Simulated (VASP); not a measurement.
Wanted: the native input for a VASP 6.6.1 run.

* Task: single point
* Functional: PBEsol
* Potentials or basis: VASP PAW PBE potentials, release 64 (Zr_sv, C)
* Cutoff: 520 eV
* k mesh: 11 × 11 × 14
* Occupations: gaussian, width 0.1 eV
* Spin: no spin polarisation
* Dipole correction: no
* Further INCAR settings: ALGO = Fast; EDIFF = 1e-06; NBANDS = 15; ISYM = 0

The structure of ZrC lies in POSCAR:

```
ZrC
1.0
    3.1830775861     -0.0000000162      0.0003215886
   -0.0000000162      3.1830775861      0.0003215886
    1.5917852157      1.5917852157      2.3730647091
Zr C
1 1
Direct
    0.0000000000      0.0000000000      0.0000000000
    0.5000000000      0.5000000000      0.0000000000
```

These files were run (other wordings do the same):

INCAR

```
SYSTEM = ZrC
PREC = Accurate
ENCUT = 520
EDIFF = 1E-6
ISMEAR = 0
SIGMA = 0.1
LREAL = .FALSE.
LASPH = .TRUE.
NELM = 100
ALGO = Fast
ISIF = 2
LWAVE = .FALSE.
LCHARG = .FALSE.
GGA = PS
NBANDS = 15
ISYM = 0
```

KPOINTS

```
Automatic mesh
0
G
  11 11 14
  0 0 0
```

Potentials or basis: VASP PAW PBE potentials, release 64 (Zr_sv, C).

The run is started by

```sh
$ cat potpaw_PBE.64/Zr_sv/POTCAR potpaw_PBE.64/C/POTCAR > POTCAR
$ mpirun -np 1 vasp_std > vasp.out
```

It gave:

| Quantity | Value |
| --- | --- |
| Pressure | 16.8 GPa |
| Band gap on the k mesh | none (metal or under the smearing width) |

Caveat: so large a pressure means that the cell lies far from this level's equilibrium, or that cutoff or potentials fall short; the potentials were made for another functional, which shifts forces and pressure.

Run time: 2.7 min on 1 thread of Intel(R) Xeon(R) Platinum 8488C (Sapphire Rapids) (shared host), peak memory 0.39 GiB.
